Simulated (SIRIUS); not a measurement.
Crystal: MnO.

```
Mn O
1.0
     0.00000    2.22391    2.22391
     2.22391    0.00000    2.22391
     2.22391    2.22391    0.00000
Mn O
1 1
Direct
  0.00000 0.00000 0.00000
  0.50000 0.50000 0.50000
```

The cell is a database's computed one.

Base run:

- Program: SIRIUS 7.10.0
- Functional: PW91
- Potentials or basis: PseudoDojo 0.4.1 PBE standard (scalar relativistic)
- Cutoff: 1307 eV
- Density cutoff: 5227 eV
- k mesh: 7 × 7 × 7
- Occupations: fermi-dirac, width 0.05 eV
- Spin: collinear spin, ferromagnetic start
- Starting moments: [4.0, 0.0] μB

Its results: band gap on the k mesh none (metal or under the smearing width); pressure -0.4 GPa; net moment 4.81 μB per cell.

**Question.** After a change of settings the same cell gave: band gap on the k mesh none (metal or under the smearing width); pressure 0.3 GPa; net moment 4.82 μB per cell. Which change was it?
A. functional from PW91 to PBE; libxc names from ["XC_GGA_X_PW91", "XC_GGA_C_PW91"] to ["XC_GGA_X_PBE", "XC_GGA_C_PBE"]
B. functional from PW91 to BLYP; libxc names from ["XC_GGA_X_PW91", "XC_GGA_C_PW91"] to ["XC_GGA_X_B88", "XC_GGA_C_LYP"]
C. functional from PW91 to xPBE; libxc names from ["XC_GGA_X_PW91", "XC_GGA_C_PW91"] to ["XC_GGA_X_XPBE", "XC_GGA_C_XPBE"]
D. functional from PW91 to LDA; libxc names from ["XC_GGA_X_PW91", "XC_GGA_C_PW91"] to ["XC_LDA_X", "XC_LDA_C_PW"]

**Answer.** A.

Caveats: a cell with one magnetic atom can't hold antiferromagnetic order, which such compounds often take; semilocal functionals often make such compounds metallic where correlation or magnetic order opens a gap, which also shifts bond lengths; the potentials were made for another functional, which shifts forces and pressure (some runs).

Not every run made on this cell is shown here.
